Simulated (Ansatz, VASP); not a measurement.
**RbBr in VASP and in Ansatz**

The input INCAR:

```
  PREC = Accurate
  ENCUT = 520
  EDIFF = 1E-7
  ISMEAR = -1
  SIGMA = 0.05
  LREAL = False
  LASPH = True
  NELM = 80
  ALGO = Normal
  ISIF = 2
  LWAVE = False
  LCHARG = False
  GGA = PS
  NBANDS = 15
```

Contents of KPOINTS:

```
Automatic mesh
0
Gamma
  7 7 7
```

The input POSCAR:

```
RbBr
1.0
    0.0000000000      3.4270000000      3.4270000000
    3.4270000000      0.0000000000      3.4270000000
    3.4270000000      3.4270000000      0.0000000000
Rb Br
1 1
Direct
    0.0000000000      0.0000000000      0.0000000000
    0.5000000000      0.5000000000      0.5000000000
```

The input KPOINTS_OPT:

```
path GXWKGLUWLK,UX
20
line-mode
reciprocal
 0.0000000000  0.0000000000  0.0000000000  G
 0.5000000000  0.0000000000  0.5000000000  X

 0.5000000000  0.0000000000  0.5000000000  X
 0.5000000000  0.2500000000  0.7500000000  W

 0.5000000000  0.2500000000  0.7500000000  W
 0.3750000000  0.3750000000  0.7500000000  K

 0.3750000000  0.3750000000  0.7500000000  K
 0.0000000000  0.0000000000  0.0000000000  G

 0.0000000000  0.0000000000  0.0000000000  G
 0.5000000000  0.5000000000  0.5000000000  L

 0.5000000000  0.5000000000  0.5000000000  L
 0.6250000000  0.2500000000  0.6250000000  U

 0.6250000000  0.2500000000  0.6250000000  U
 0.5000000000  0.2500000000  0.7500000000  W

 0.5000000000  0.2500000000  0.7500000000  W
 0.5000000000  0.5000000000  0.5000000000  L

 0.5000000000  0.5000000000  0.5000000000  L
 0.3750000000  0.3750000000  0.7500000000  K

 0.6250000000  0.2500000000  0.6250000000  U
 0.5000000000  0.0000000000  0.5000000000  X
```

The input input.yaml:

```yaml
crystal:
  lattice:
    - [0.0, 3.427, 3.427]
    - [3.427, 0.0, 3.427]
    - [3.427, 3.427, 0.0]
  atoms:
    - { symbol: Rb, position: [0.0, 0.0, 0.0] }
    - { symbol: Br, position: [0.5, 0.5, 0.5] }
hamiltonian:
  xc: pbesol
  pseudopotentials: { kind: paw }
kpoints:
  mp_grid: { grid: [7, 7, 7] }
  band_path:
    path:
      - [[0.0, 0.0, 0.0], [0.5, 0.0, 0.5], [0.5, 0.25, 0.75], [0.375, 0.375, 0.75], [0.0, 0.0, 0.0], [0.5, 0.5, 0.5], [0.625, 0.25, 0.625], [0.5, 0.25, 0.75], [0.5, 0.5, 0.5], [0.375, 0.375, 0.75]]
      - [[0.625, 0.25, 0.625], [0.5, 0.0, 0.5]]
    npoints: 14
scf:
  occupations: { method: fermi_dirac, width: 0.05 }
  n_extra_bands: 6
output:
  forces: true
  stress: true
  eigenvalues: true
  fatbands: false
```

Alike in both runs: task band structure; functional PBEsol; k mesh 7 × 7 × 7; occupations fermi-dirac, width 0.05 eV; no spin polarisation.

|  | VASP | Ansatz |
| --- | --- | --- |
| version | VASP 6.6.1 | Ansatz 0.2.0 |
| potentials or method | VASP PAW PBE potentials, release 64 (Rb_sv, Br) | Ansatz PAW |
| plane-wave cutoff (eV) | 520 | 420 |
| valence electrons in the cell | 16 | 16 |

|  | VASP | Ansatz | Ansatz less VASP |
| --- | --- | --- | --- |
| gap on the k mesh at the Fermi level (eV) | 4.21 | 4.21 | +0.002 |
| least direct gap on the mesh (eV) | 4.21 | 4.21 | +0.002 |
| gap along the band path (eV) | 4.21 | 4.21 | +0.002 |
| pressure (GPa) | 0.0 | -0.1 | -0.04 |

Caveats: the PAW data sets were made with another functional, which shifts forces and pressure a little (VASP); the PAW data sets come from PBE, with cores solved anew for the run's functional, which leaves a small shift of forces and pressure (Ansatz). PBEsol gaps usually lie below the measured ones, often by a third to a half.
